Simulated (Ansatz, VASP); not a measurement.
# ZnS: VASP beside Ansatz

File INCAR:

```
PREC = Accurate ; ENCUT = 520
EDIFF = 1E-7 ; ISMEAR = 0
SIGMA = 0.016 ; LREAL = F
LASPH = T ; NELM = 60
ALGO = Normal ; ISIF = 2
LWAVE = F ; LCHARG = F
GGA = PE ; NBANDS = 16
```

File KPOINTS:

```
Automatic mesh
0
Gamma
  9 9 9
```

The input POSCAR:

```
ZnS
1.0
    0.0000000000      2.7020000000      2.7020000000
    2.7020000000      0.0000000000      2.7020000000
    2.7020000000      2.7020000000      0.0000000000
Zn S
1 1
Direct
    0.7500000000      0.7500000000      0.7500000000
    0.0000000000      0.0000000000      0.0000000000
```

Contents of input.yaml:

```yaml
crystal:
  lattice:
    - [0.0, 2.702, 2.702]
    - [2.702, 0.0, 2.702]
    - [2.702, 2.702, 0.0]
  atoms:
    - { symbol: Zn, position: [0.75, 0.75, 0.75] }
    - { symbol: S, position: [0.0, 0.0, 0.0] }
kpoints:
  mp_grid: { grid: [9, 9, 9] }
scf:
  occupations: { method: gaussian, width: 0.016 }
hamiltonian:
  xc: pbe
  pseudopotentials: { kind: all_electron, lapw: { basis_error: 0.001 } }
output:
  forces: true
  stress: true
  eigenvalues: true
```

Alike in both runs: task single point; functional PBE; k mesh 9 × 9 × 9; occupations gaussian, width 0.016 eV; no spin polarisation.

|  | VASP | Ansatz |
| --- | --- | --- |
| version | VASP 6.6.1 | Ansatz 0.2.0 |
| potentials or method | VASP PAW PBE potentials, release 64 (Zn, S) | all-electron LAPW, scalar-relativistic |
| plane-wave cutoff (eV) | 520 | see its input |

Ansatz gave:

* gap on the k mesh at the Fermi level (eV): 2.11
* least direct gap on the mesh (eV): 2.11
* pressure (GPa): 1.6

Task: What did VASP give for the same quantities?

Result: gap on the k mesh at the Fermi level (eV): 2.11; least direct gap on the mesh (eV): 2.11; pressure (GPa): 1.8.

Ansatz ran all-electron here, so the differences hold the error of VASP's frozen core and of both bases.

PBE gaps usually lie below the measured ones, often by a third to a half.
